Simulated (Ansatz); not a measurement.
Ti$_{3}$SiC$_{2}$ in space group P6_3/mmc (No. 194; Ti on 4f, Ti on 2a, Si on 2b, C on 4f) is relaxed with the program Ansatz at the PBE level (PAW). What lattice parameters of the conventional cell result?

a = 3.072 Å, c = 17.726 Å.

Give the free coordinates with the occupied sites.

In one choice of origin and axes:

| atom | site | symmetry | x | y | z |
|---|---|---|---|---|---|
| Ti | 4f | 3m. | 0.6667 | 0.3333 | 0.1349 |
| Ti | 2a | -3m. | 0.0000 | 0.0000 | 0.0000 |
| Si | 2b | -6m2 | 0.0000 | 0.0000 | 0.2500 |
| C | 4f | 3m. | 0.3333 | 0.6667 | 0.0723 |

Is it a metal or does it have a gap at this level?

No gap at this level.

The PBE relaxation kept the symmetry of its start. The run is not spin-polarised.

Potentials: the earlier of the program's two PAW sets.
